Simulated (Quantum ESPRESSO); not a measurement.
# SiC (Moissanite) (P6_3mc) in Quantum ESPRESSO: a series of runs

The runs below take SiC (Moissanite) through phonons and Raman activities, phonons, with PBEsol, PBE+D2.

Program: Quantum ESPRESSO 7.5. These are calculated values, not measurements. Logs are shortened: lines on timing, memory, paths and dates and some standing lists are left out, and cuts for length are marked.

## 1. Starting point

Symmetry: P6_3mc, No. 186, hexagonal system. Conventional cell: a = 3.076 Å, b = 3.076 Å, c = 5.048 Å, α = 90.00°, β = 90.00°, γ = 120.00°. Si (site symmetry 3m) is surrounded by 4 C at 1.87 to 1.94 Å. Around C (site symmetry 3m) lie 4 Si at 1.87 to 1.94 Å.

## 2. Phonons and Raman activities, PBEsol

Contents of pw.in:

```
&CONTROL
  calculation = 'scf'
  prefix = 'pwscf'
  outdir = './tmp'
  pseudo_dir = './pseudo'
  tprnfor = .true.
  tstress = .true.
  disk_io = 'low'
/
&SYSTEM
  ibrav = 0
  nat = 4
  ntyp = 2
  ecutwfc = 82
  nbnd = 14
  occupations = 'smearing'
  smearing = 'fd'
  degauss = 0.00367493
/
&ELECTRONS
  conv_thr = 8d-10
  electron_maxstep = 120
  mixing_beta = 0.5
/
ATOMIC_SPECIES
Si    28.0850 Si.upf
C     12.0110 C.upf
CELL_PARAMETERS angstrom
   3.0760000000    0.0000000000    0.0000000000
  -1.5380000000    2.6638941420    0.0000000000
   0.0000000000    0.0000000000    5.0480000000
ATOMIC_POSITIONS crystal
Si     0.6666666667    0.3333333333    0.5000000000
Si     0.3333333333    0.6666666667    0.0000000000
C      0.6666666667    0.3333333333    0.8850000000
C      0.3333333333    0.6666666667    0.3850000000
K_POINTS automatic
4 4 2 0 0 1
```

Contents of relax.in:

```
&CONTROL
  calculation = 'vc-relax'
  prefix = 'pwscf'
  outdir = './tmp'
  pseudo_dir = './pseudo'
  tprnfor = .true.
  tstress = .true.
  disk_io = 'low'
  nstep = 40
  forc_conv_thr = 0.0001
  etot_conv_thr = 1d-06
/
&SYSTEM
  ibrav = 0
  nat = 4
  ntyp = 2
  ecutwfc = 82
  nbnd = 14
  occupations = 'smearing'
  smearing = 'fd'
  degauss = 0.00367493
/
&ELECTRONS
  conv_thr = 8d-10
  electron_maxstep = 120
  mixing_beta = 0.5
/
&IONS
  ion_dynamics = 'bfgs'
/
&CELL
  cell_dynamics = 'bfgs'
  press = 0
  press_conv_thr = 0.2
/
ATOMIC_SPECIES
Si    28.0850 Si.upf
C     12.0110 C.upf
CELL_PARAMETERS angstrom
   3.0760000000    0.0000000000    0.0000000000
  -1.5380000000    2.6638941420    0.0000000000
   0.0000000000    0.0000000000    5.0480000000
ATOMIC_POSITIONS crystal
Si     0.6666666667    0.3333333333    0.5000000000
Si     0.3333333333    0.6666666667    0.0000000000
C      0.6666666667    0.3333333333    0.8850000000
C      0.3333333333    0.6666666667    0.3850000000
K_POINTS automatic
4 4 2 0 0 1
```

Contents of scf2.in:

```
&CONTROL
  calculation = 'scf'
  prefix = 'pwscf'
  outdir = './tmp'
  pseudo_dir = './pseudo'
  tprnfor = .true.
  tstress = .true.
  disk_io = 'low'
/
&SYSTEM
  ibrav = 0
  nat = 4
  ntyp = 2
  ecutwfc = 82
  nbnd = 14
  occupations = 'fixed'
/
&ELECTRONS
  conv_thr = 1d-13
  electron_maxstep = 120
  mixing_beta = 0.5
  startingpot = 'file'
  startingwfc = 'file'
/
ATOMIC_SPECIES
Si    28.0850 Si.upf
C     12.0110 C.upf
CELL_PARAMETERS angstrom
   3.0809168736    0.0000000000    0.0000000000
  -1.5404584368    2.6681522795    0.0000000000
   0.0000000000    0.0000000000    5.0321081822
ATOMIC_POSITIONS crystal
Si     0.6666666667    0.3333333333    0.5042313534
Si     0.3333333333    0.6666666667    0.0042313534
C      0.6666666667    0.3333333333    0.8807686466
C      0.3333333333    0.6666666667    0.3807686466
K_POINTS automatic
4 4 2 0 0 1
```

Contents of ph.in:

```
raman of SiC
&INPUTPH
  prefix = 'pwscf'
  outdir = './tmp'
  tr2_ph = 1d-16
  fildyn = 'dyn'
  niter_ph = 60
  alpha_mix(1) = 0.7
  epsil = .true.
/
0.0000000000 0.0000000000 0.0000000000
```

Contents of dynmat.in:

```
&INPUT
  fildyn = 'dyn'
  asr = 'crystal'
  lperm = .true.
  filout = 'dynmat.disp'
  fileig = 'dynmat.eig'
/
```

Contents of dynmat_lo.in:

```
&INPUT
  fildyn = 'dyn'
  asr = 'crystal'
  filout = 'dynmat_lo.disp'
  fileig = 'dynmat_lo.eig'
  q(1) = 0
  q(2) = 0
  q(3) = 1
/
```

Contents of scf_1x+.in:

```
&CONTROL
  calculation = 'scf'
  prefix = 'pwscf'
  outdir = './tmp'
  pseudo_dir = './pseudo'
  tprnfor = .true.
  disk_io = 'low'
/
&SYSTEM
  ibrav = 0
  nat = 4
  ntyp = 2
  ecutwfc = 82
  nbnd = 14
  occupations = 'fixed'
/
&ELECTRONS
  conv_thr = 1d-12
  electron_maxstep = 120
  mixing_beta = 0.5
/
ATOMIC_SPECIES
Si    28.0850 Si.upf
C     12.0110 C.upf
CELL_PARAMETERS angstrom
   3.0809168736    0.0000000000    0.0000000000
  -1.5404584368    2.6681522795    0.0000000000
   0.0000000000    0.0000000000    5.0321081822
ATOMIC_POSITIONS crystal
Si     0.6715353472    0.3333333333    0.5042313534
Si     0.3333333333    0.6666666667    0.0042313534
C      0.6666666667    0.3333333333    0.8807686466
C      0.3333333333    0.6666666667    0.3807686466
K_POINTS automatic
4 4 2 0 0 1
```

Contents of eps_1x+.in:

```
dielectric tensor, atom 1 moved
&INPUTPH
  prefix = 'pwscf'
  outdir = './tmp'
  tr2_ph = 1d-15
  epsil = .true.
  trans = .false.
  zeu = .false.
/
0.0 0.0 0.0
```

Contents of scf_1x-.in:

```
&CONTROL
  calculation = 'scf'
  prefix = 'pwscf'
  outdir = './tmp'
  pseudo_dir = './pseudo'
  tprnfor = .true.
  disk_io = 'low'
/
&SYSTEM
  ibrav = 0
  nat = 4
  ntyp = 2
  ecutwfc = 82
  nbnd = 14
  occupations = 'fixed'
/
&ELECTRONS
  conv_thr = 1d-12
  electron_maxstep = 120
  mixing_beta = 0.5
/
ATOMIC_SPECIES
Si    28.0850 Si.upf
C     12.0110 C.upf
CELL_PARAMETERS angstrom
   3.0809168736    0.0000000000    0.0000000000
  -1.5404584368    2.6681522795    0.0000000000
   0.0000000000    0.0000000000    5.0321081822
ATOMIC_POSITIONS crystal
Si     0.6617979862    0.3333333333    0.5042313534
Si     0.3333333333    0.6666666667    0.0042313534
C      0.6666666667    0.3333333333    0.8807686466
C      0.3333333333    0.6666666667    0.3807686466
K_POINTS automatic
4 4 2 0 0 1
```

Contents of eps_1x-.in:

```
dielectric tensor, atom 1 moved
&INPUTPH
  prefix = 'pwscf'
  outdir = './tmp'
  tr2_ph = 1d-15
  epsil = .true.
  trans = .false.
  zeu = .false.
/
0.0 0.0 0.0
```

Potentials or basis: PseudoDojo 0.4.1 SR PBEsol standard.

Started as:

```console
OMP_NUM_THREADS=1 pw.x -in pw.in > pw.out
OMP_NUM_THREADS=1 pw.x -in relax.in > relax.out
OMP_NUM_THREADS=1 pw.x -in scf2.in > scf2.out
OMP_NUM_THREADS=1 ph.x -in ph.in > ph.out
OMP_NUM_THREADS=1 dynmat.x -in dynmat.in > dynmat.out
OMP_NUM_THREADS=1 dynmat.x -in dynmat_lo.in > dynmat_lo.out
OMP_NUM_THREADS=1 pw.x -in scf_1x+.in > scf_1x+.out
OMP_NUM_THREADS=1 ph.x -in eps_1x+.in > eps_1x+.out
OMP_NUM_THREADS=1 pw.x -in scf_1x-.in > scf_1x-.out
OMP_NUM_THREADS=1 ph.x -in eps_1x-.in > eps_1x-.out
OMP_NUM_THREADS=1 pw.x -in scf_1y+.in > scf_1y+.out
OMP_NUM_THREADS=1 ph.x -in eps_1y+.in > eps_1y+.out
OMP_NUM_THREADS=1 pw.x -in scf_1y-.in > scf_1y-.out
OMP_NUM_THREADS=1 ph.x -in eps_1y-.in > eps_1y-.out
OMP_NUM_THREADS=1 pw.x -in scf_1z+.in > scf_1z+.out
OMP_NUM_THREADS=1 ph.x -in eps_1z+.in > eps_1z+.out
OMP_NUM_THREADS=1 pw.x -in scf_1z-.in > scf_1z-.out
OMP_NUM_THREADS=1 ph.x -in eps_1z-.in > eps_1z-.out
OMP_NUM_THREADS=1 pw.x -in scf_2x+.in > scf_2x+.out
OMP_NUM_THREADS=1 ph.x -in eps_2x+.in > eps_2x+.out
OMP_NUM_THREADS=1 pw.x -in scf_2x-.in > scf_2x-.out
OMP_NUM_THREADS=1 ph.x -in eps_2x-.in > eps_2x-.out
OMP_NUM_THREADS=1 pw.x -in scf_2y+.in > scf_2y+.out
OMP_NUM_THREADS=1 ph.x -in eps_2y+.in > eps_2y+.out
OMP_NUM_THREADS=1 pw.x -in scf_2y-.in > scf_2y-.out
OMP_NUM_THREADS=1 ph.x -in eps_2y-.in > eps_2y-.out
OMP_NUM_THREADS=1 pw.x -in scf_2z+.in > scf_2z+.out
OMP_NUM_THREADS=1 ph.x -in eps_2z+.in > eps_2z+.out
OMP_NUM_THREADS=1 pw.x -in scf_2z-.in > scf_2z-.out
OMP_NUM_THREADS=1 ph.x -in eps_2z-.in > eps_2z-.out
OMP_NUM_THREADS=1 pw.x -in scf_3x+.in > scf_3x+.out
OMP_NUM_THREADS=1 ph.x -in eps_3x+.in > eps_3x+.out
OMP_NUM_THREADS=1 pw.x -in scf_3x-.in > scf_3x-.out
OMP_NUM_THREADS=1 ph.x -in eps_3x-.in > eps_3x-.out
OMP_NUM_THREADS=1 pw.x -in scf_3y+.in > scf_3y+.out
OMP_NUM_THREADS=1 ph.x -in eps_3y+.in > eps_3y+.out
OMP_NUM_THREADS=1 pw.x -in scf_3y-.in > scf_3y-.out
OMP_NUM_THREADS=1 ph.x -in eps_3y-.in > eps_3y-.out
OMP_NUM_THREADS=1 pw.x -in scf_3z+.in > scf_3z+.out
OMP_NUM_THREADS=1 ph.x -in eps_3z+.in > eps_3z+.out
OMP_NUM_THREADS=1 pw.x -in scf_3z-.in > scf_3z-.out
OMP_NUM_THREADS=1 ph.x -in eps_3z-.in > eps_3z-.out
```

pw.out:

```text
This program is part of the open-source Quantum ESPRESSO suite
     for quantum simulation of materials; please cite
[... 9 lines left out ...]
     --------------------
     sticks:   dense  smooth     PW     G-vecs:    dense   smooth      PW
     Sum         757     757    211                27991    27991    4271

     Using Slab Decomposition

     bravais-lattice index     =            0
     lattice parameter (alat)  =       5.8128  a.u.
     unit-cell volume          =     279.1382 (a.u.)^3
     number of atoms/cell      =            4
     number of atomic types    =            2
     number of electrons       =        16.00
     number of Kohn-Sham states=           14
     kinetic-energy cutoff     =      82.0000  Ry
     charge density cutoff     =     328.0000  Ry
     scf convergence threshold =      8.0E-10
     mixing beta               =       0.5000
     number of iterations used =            8  plain     mixing
     Exchange-correlation= PBESOL
                           (   1   4  10   8   0   0   0)

     celldm(1)=   5.812798  celldm(2)=   0.000000  celldm(3)=   0.000000
     celldm(4)=   0.000000  celldm(5)=   0.000000  celldm(6)=   0.000000

     crystal axes: (cart. coord. in units of alat)
               a(1) = (   1.000000   0.000000   0.000000 )
               a(2) = (  -0.500000   0.866025   0.000000 )
               a(3) = (   0.000000   0.000000   1.641092 )

     reciprocal axes: (cart. coord. in units 2 pi/alat)
               b(1) = (  1.000000  0.577350 -0.000000 )
               b(2) = (  0.000000  1.154701  0.000000 )
               b(3) = (  0.000000 -0.000000  0.609350 )

     PseudoPot. # 1 for Si read from file:
     Si.upf
     Pseudo is Norm-conserving + core correction, Zval =  4.0
     Generated using ONCVPSP code by D. R. Hamann
     Using radial grid of 1510 points,  6 beta functions with:
                l(1) =   0
                l(2) =   0
                l(3) =   1
                l(4) =   1
                l(5) =   2
                l(6) =   2

     PseudoPot. # 2 for C  read from file:
     C.upf
     Pseudo is Norm-conserving + core correction, Zval =  4.0
     Generated using ONCVPSP code by D. R. Hamann
     Using radial grid of 1248 points,  4 beta functions with:
                l(1) =   0
                l(2) =   0
                l(3) =   1
                l(4) =   1

     atomic species   valence    mass     pseudopotential
     Si                4.00    28.08500     Si( 1.00)
     C                 4.00    12.01100     C ( 1.00)

     12 Sym. Ops. (no inversion) found ( 6 have fractional translation)

   Cartesian axes

     site n.     atom                  positions (alat units)
         1        Si     tau(   1) = (   0.5000000   0.2886751   0.8205462  )
         2        Si     tau(   2) = (  -0.0000000   0.5773503   0.0000000  )
         3        C      tau(   3) = (   0.5000000   0.2886751   1.4523667  )
         4        C      tau(   4) = (  -0.0000000   0.5773503   0.6318205  )

     number of k points=     4  Fermi-Dirac smearing, width (Ry)=  0.0037
                       cart. coord. in units 2pi/alat
        k(    1) = (   0.0000000   0.0000000   0.1523376), wk =   0.1250000
        k(    2) = (   0.0000000   0.2886751   0.1523376), wk =   0.7500000
        k(    3) = (   0.0000000  -0.5773503   0.1523376), wk =   0.3750000
        k(    4) = (   0.2500000   0.4330127   0.1523376), wk =   0.7500000

     Dense  grid:    27991 G-vectors     FFT dimensions: (  36,  36,  60)

     Initial potential from superposition of free atoms

     starting charge      15.9987, renormalised to      16.0000
     Starting wfcs are   16 randomized atomic wfcs

     Self-consistent Calculation

     iteration #  1     ecut=    82.00 Ry     beta= 0.50
     Davidson diagonalization with overlap
     ethr =  1.00E-02,  avg # of iterations =  3.8

     total energy              =     -40.79856024 Ry
     estimated scf accuracy    <       0.86744501 Ry

     iteration #  2     ecut=    82.00 Ry     beta= 0.50
     Davidson diagonalization with overlap
     ethr =  5.42E-03,  avg # of iterations =  2.2

     total energy              =     -41.00786273 Ry
     estimated scf accuracy    <       0.04135105 Ry

     iteration #  3     ecut=    82.00 Ry     beta= 0.50
     Davidson diagonalization with overlap
     ethr =  2.58E-04,  avg # of iterations =  4.0

     total energy              =     -41.01036611 Ry
     estimated scf accuracy    <       0.00663966 Ry

     iteration #  4     ecut=    82.00 Ry     beta= 0.50
     Davidson diagonalization with overlap
     ethr =  4.15E-05,  avg # of iterations =  2.5

     total energy              =     -41.01086453 Ry
     estimated scf accuracy    <       0.00160022 Ry

     iteration #  5     ecut=    82.00 Ry     beta= 0.50
     Davidson diagonalization with overlap
     ethr =  1.00E-05,  avg # of iterations =  4.8

     total energy              =     -41.01127777 Ry
     estimated scf accuracy    <       0.00010698 Ry

     iteration #  6     ecut=    82.00 Ry     beta= 0.50
     Davidson diagonalization with overlap
     ethr =  6.69E-07,  avg # of iterations =  2.0

     total energy              =     -41.01129756 Ry
     estimated scf accuracy    <       0.00000015 Ry

     iteration #  7     ecut=    82.00 Ry     beta= 0.50
     Davidson diagonalization with overlap
     ethr =  9.68E-10,  avg # of iterations =  5.5

     total energy              =     -41.01129819 Ry
     estimated scf accuracy    <       0.00000058 Ry

     iteration #  8     ecut=    82.00 Ry     beta= 0.50
     Davidson diagonalization with overlap
     ethr =  9.68E-10,  avg # of iterations =  2.0

     total energy              =     -41.01129829 Ry
     estimated scf accuracy    <          4.9E-09 Ry

     iteration #  9     ecut=    82.00 Ry     beta= 0.50
     Davidson diagonalization with overlap
     ethr =  3.08E-11,  avg # of iterations =  3.5

     total energy              =     -41.01129829 Ry
     estimated scf accuracy    <          1.6E-09 Ry

     iteration # 10     ecut=    82.00 Ry     beta= 0.50
     Davidson diagonalization with overlap
     ethr =  1.01E-11,  avg # of iterations =  2.5

     End of self-consistent calculation

          k = 0.0000 0.0000 0.1523 (  3525 PWs)   bands (ev):

    -5.6931  -3.4547   2.4898   8.1810   8.3712   8.3712   9.2825   9.2825
    14.5835  16.2889  16.2889  16.5203  16.8751  17.7821

          k = 0.0000 0.2887 0.1523 (  3510 PWs)   bands (ev):

    -4.6297  -2.4829   3.0743   4.8683   5.8331   7.2070   8.4994   8.5112
    13.4402  14.9186  15.9417  17.9514  18.1145  18.9216

          k = 0.0000-0.5774 0.1523 (  3492 PWs)   bands (ev):

    -2.3844  -1.2302   1.1289   2.3089   5.5546   6.4208   7.3919   7.8580
    12.5454  12.8278  16.0708  16.5081  17.8106  19.3641

          k = 0.2500 0.4330 0.1523 (  3492 PWs)   bands (ev):

    -2.7112  -1.0778   2.0172   3.3048   4.3222   5.5343   5.9892   7.9157
    13.7443  15.0060  16.4947  17.0641  18.4145  19.7873

     the Fermi energy is    11.1847 ev

!    total energy              =     -41.01129829 Ry
     estimated scf accuracy    <          2.5E-10 Ry
     smearing contrib. (-TS)   =      -0.00000000 Ry
     internal energy E=F+TS    =     -41.01129829 Ry

     The total energy is F=E-TS. E is the sum of the following terms:
     one-electron contribution =      11.11907770 Ry
     hartree contribution      =       4.69035431 Ry
     xc contribution           =     -15.03154110 Ry
     ewald contribution        =     -41.78918921 Ry

     convergence has been achieved in  10 iterations

     Forces acting on atoms (cartesian axes, Ry/au):

     atom    1 type  1   force =     0.00000000    0.00000000    0.02821138
     atom    2 type  1   force =     0.00000000    0.00000000    0.02821138
     atom    3 type  2   force =     0.00000000    0.00000000   -0.02821138
     atom    4 type  2   force =     0.00000000   -0.00000000   -0.02821138

     Total force =     0.056423     Total SCF correction =     0.000001

     Computing stress (Cartesian axis) and pressure

          total   stress  (Ry/bohr**3)                   (kbar)     P=        2.91
   0.00017279  -0.00000000   0.00000000           25.42       -0.00        0.00
   0.00000000   0.00017279   0.00000000            0.00       25.42        0.00
   0.00000000   0.00000000  -0.00028632            0.00        0.00      -42.12

=------------------------------------------------------------------------------=
   JOB DONE.
=------------------------------------------------------------------------------=
```

It took 19 min on 1 thread of Intel Xeon Platinum 8488C (Sapphire Rapids), shared host; peak memory 0.09 GiB.

Results:

| Item | Value |
| --- | --- |
| Free energy | -558.0221 eV |
| Pressure after relaxing | 0.0 GPa |
| Highest phonon frequency at Γ, LO-TO splitting left out | 825 cm⁻¹ |

Final structure:
```
Si C
1.0
     3.08092    0.00000    0.00000
    -1.54046    2.66815    0.00000
     0.00000    0.00000    5.03211
Si C
2 2
Direct
  0.66667 0.33333 0.50423
  0.33333 0.66667 0.00423
  0.66667 0.33333 0.88077
  0.33333 0.66667 0.38077
```

Levels at points of the mesh, in eV from the valence-band top:
```csv
k point,band 4,band 5,band 6,band 7,band 8,band 9,band 10,band 11,band 12,band 13
"(0.00, 0.00, 0.25)",-1.34,-0.95,-0.95,0.00,0.00,5.16,6.88,6.88,7.12,7.54
```

Phonon frequencies in cm⁻¹ (negative: imaginary):
```tsv
q point	frequencies
(0.000, 0.000, 0.000)	-1 -1 -1 255 255 588 760 764 764 795 795 825
```

Optical modes at Γ, degenerate ones joined, polar ones without the macroscopic field:
```csv
cm⁻¹,components,symmetry,active in
255,2,E2,Raman
588,1,B1,silent
760,1,A1,IR and Raman
764,2,E2,Raman
795,2,E1,IR and Raman
825,1,B1,silent
```

Caveat: the k mesh is coarse (spacing up to 0.62 Å⁻¹), so the values aren't converged.

(Part 1 of 2 ends here.)
